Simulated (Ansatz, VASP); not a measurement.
# Cross-check of MgO (Periclase) between VASP and Ansatz, part 2 of 2

Wanted: the spread between two codes on one cell, functional and k mesh. The cell is taken from a series of VASP runs on this material, whose earlier steps may have relaxed, scaled or displaced it; both programs get it as it stands.

VASP 6.6.1 and Ansatz 0.2.0.

So far. Step 4 (Side by side): The walks stopped with -0.03 GPa left in Ansatz and 0.00 GPa in VASP; each walk ends within a tolerance, so the volume difference is uncertain by about these residues over the bulk modulus, most in soft cells.

### Step 5. VASP: relaxation of cell and atoms, r2SCAN

Level of this step: r2SCAN; plane waves and PAW (Mg, O) (VASP).

The relaxed volume is the usual yardstick between codes: its relative difference is about their pressure difference at one cell divided by the bulk modulus. The cell compared in this pair holds 18.45 Å³, against 19.31 Å³ for the pair before.

The input, INCAR:

```
SYSTEM = MgO
PREC = Accurate
ENCUT = 520
EDIFF = 1E-06
NELM = 100
ISMEAR = 0
SIGMA = 0.03
LREAL = .FALSE.
ALGO = Normal
METAGGA = R2SCAN
LASPH = .TRUE.
NBANDS = 10
LORBIT = 11
LWAVE = .FALSE.
LCHARG = .FALSE.
KPAR = 4
IBRION = 2
NSW = 50
ISIF = 3
EDIFFG = -0.006
```

The input, POSCAR:

```
MgO
1.0
    0.0000000000      2.0972770098      2.0972770098
    2.0972770098      0.0000000000      2.0972770098
    2.0972770098      2.0972770098      0.0000000000
Mg O
1 1
Direct
    0.0000000000      0.0000000000      0.0000000000
    0.5000000000      0.5000000000      0.5000000000
```

The input, KPOINTS:

```
Automatic mesh
0
Gamma
8 8 8
0 0 0
```

Potentials, in the order of the species: Mg and O (PBE family, release 64).

The run is started by

```sh
$ mpirun -np 4 vasp_std
```

Numbers of over 12 decimals in the logs are rounded to 6 here.

The log of the run:

```text
[banner, memory and clock lines left out]
running    4 mpi-ranks, on    1 nodes
[...]
|                                                                             |
|               ----> ADVICE to this user running VASP <----                  |
|                                                                             |
|     You enforced a specific xc type in the INCAR file but a different       |
|     [... a line on the potential file left out ...]
|     I HOPE YOU KNOW WHAT YOU ARE DOING!                                     |
|                                                                             |

 LDA part: xc-table for (None), standard interpolation
 POSCAR, INCAR and KPOINTS ok, starting setup
[...]
entering main loop
       N       E                     dE             d eps       ncg     rms          rms(c)
DAV:   1     0.866079527655E+01    0.86608E+01   -0.48526E+03   692   0.737E+02
DAV:   2    -0.192802131912E+02   -0.27941E+02   -0.27316E+02   654   0.150E+02
DAV:   3    -0.198377041679E+02   -0.55749E+00   -0.55705E+00   672   0.188E+01
DAV:   4    -0.198391427525E+02   -0.14386E-02   -0.14386E-02   640   0.108E+00
[...]
DAV:  11    -0.161613652492E+02   -0.17209E-04   -0.80422E-06   630   0.302E-02    0.619E-03
DAV:  12    -0.161613664604E+02   -0.12113E-05   -0.37959E-07   334   0.488E-03    0.312E-03
DAV:  13    -0.161613663211E+02    0.13933E-06   -0.75979E-07   324   0.649E-03
   1 F= -.16161366E+02 E0= -.16161366E+02  d E =-.161614E+02
[...]
reached required accuracy - stopping structural energy minimisation
```

Parts of OUTCAR (step 5):

```text
  Total        0.0049254      0.0049254      0.0049254     -0.0000000      0.0000000      0.0000000
  in kB        0.4277185      0.4277185      0.4277185     -0.0000000      0.0000000      0.0000000
  external PRESSURE =       0.4277185 kB  Pullay stress =       0.0000000 kB

 POSITION                                       TOTAL-FORCE (eV/Angst)
 -----------------------------------------------------------------------------------
      0.00000      0.00000      0.00000         0.000000      0.000000      0.000000
      2.09728      2.09728      2.09728        -0.000000     -0.000000      0.000000
 -----------------------------------------------------------------------------------
    total drift:                               -0.000000     -0.000000      0.000000

  FREE ENERGIE OF THE ION-ELECTRON SYSTEM (eV)
  ---------------------------------------------------
  free  energy   TOTEN  =       -16.1613663211 eV

  energy  without entropy=      -16.1613663211  energy(sigma->0) =      -16.16136632

[... 2 parts as in an earlier step ...]

[... 2 further parts left out ...]
[key lines of the parts left out:]
E-fermi :   3.1123
```

### Step 6. Ansatz: relaxation of cell and atoms, r2SCAN

The same cell, functional, mesh and smearing now go to Ansatz, which takes its cutoff from its data sets.

The cell is taken from a series of VASP runs on this material, whose earlier steps may have relaxed, scaled or displaced it; both programs get it as it stands.

The input, input.yaml:

```yaml
crystal:
  lattice:
    - [0.0, 2.0972770098, 2.0972770098]
    - [2.0972770098, 0.0, 2.0972770098]
    - [2.0972770098, 2.0972770098, 0.0]
  atoms:
    - { symbol: Mg, position: [0.0, 0.0, 0.0] }
    - { symbol: O, position: [0.5, 0.5, 0.5] }
hamiltonian:
  xc: r2scan
  pseudopotentials: { kind: paw }
kpoints:
  mp_grid: { grid: [8, 8, 8] }
scf:
  occupations: { method: gaussian, width: 0.03 }
relax:
  f_tol: 0.01
  max_steps: 60
  cell: { stress_tol: 0.05 }
output:
  forces: true
  stress: true
  write_density: true
  write_potential: true
  elf: true
  volumetric_format: npy
```

The run is started by

```sh
$ ansatz run input.yaml --threads 4 --pin off --max-ram 9216MiB --backend cpu --events-out ev --progress --plain --runs-dir out
```

The log of the run:

```text
[...]
Crystal: 2 atoms, lattice volume = 18.450 Å³
Basis set: ecut = 500 eV, 459 PW (Γ), exchange–correlation on 96×96×96 points (64 copies of the dense FFT grid, shifted against one another)
Bands: 12, of which v1, the nominal top of the filled ones, is band 8 counted from 1 (7 counted from 0)
Symmetry: 48 space group operations
[...]
k-points: 29 of 512
[...]
k-point 28: bands = [... 4 lower, -8.8690, 4.8233, 4.8233, 6.0043, 20.5276, 20.5276, 21.2586, 24.5545]
--- Relaxed structure (3 steps of the walk, 3 accepted, 1 SCFs on fresh bases) ---
[...]
cell:  # Å, volume = 18.5804 Å³
    - [0, 2.102203, 2.102203]
    - [2.102203, 0, 2.102203]
    - [2.102203, 2.102203, 0]
  atoms:
    - { symbol: Mg, position: [0, 0, 0] }
    - { symbol: O, position: [0.5, 0.5, 0.5] }
[key lines of the parts left out:]
SCF converged after 5 iterations
Free energy (F): -2498.334985 eV
Fermi energy:    10.627684 eV
P = ⅓ Tr σ = 0.0057 GPa (0.057 kbar)
```

Elapsed: 2.2 s, on 4 threads of Arm Neoverse V2, shared host; peak memory 0.33 GiB.

### Step 7. Comparison

What differs besides the data sets and the points named for the pairs above, as far as they apply: VASP keeps PBE cores, Ansatz makes them for the functional; the cutoff is 500 eV in Ansatz and 520 eV in VASP. Total energies have different zeros and are not compared.

Compared:

| quantity | Ansatz | VASP | difference |
| --- | --- | --- | --- |
| volume (Å³) | 18.58 | 18.45 | +0.71 % |
| edge a after relaxation, in the typed setting (Å) | 2.973 | 2.966 | +0.24 % |

The walks stopped with 0.01 GPa left in Ansatz and 0.04 GPa in VASP; each walk ends within a tolerance, so the volume difference is uncertain by about these residues over the bulk modulus, most in soft cells.

### Step 8. Summary of results

- difference in volume (relaxation of cell and atoms, PBE): 0.51 %
- difference in volume (relaxation of cell and atoms, r2SCAN): 0.71 %

What this shows: The difference in volume is 0.71 % (relaxation of cell and atoms, r2SCAN), within the 1.2 % picked in this series as the mark of a large difference, as far as the stopping tolerances let one tell. How closely two codes agree says nothing of how well the functional describes the real material.

[Lines on the potential files, build, host, timing and source positions are cut from VASP's logs without a mark.]

[Logs are printed without paths, hosts, clocks, repeated set-up lines and the standing remarks that a program may print on its own settings, such as how far it seeks lower states.]

[Hosts, paths, dates, database ids (printed as entryN), source tags and the programs' standing remarks are cut or masked in the printed files.]
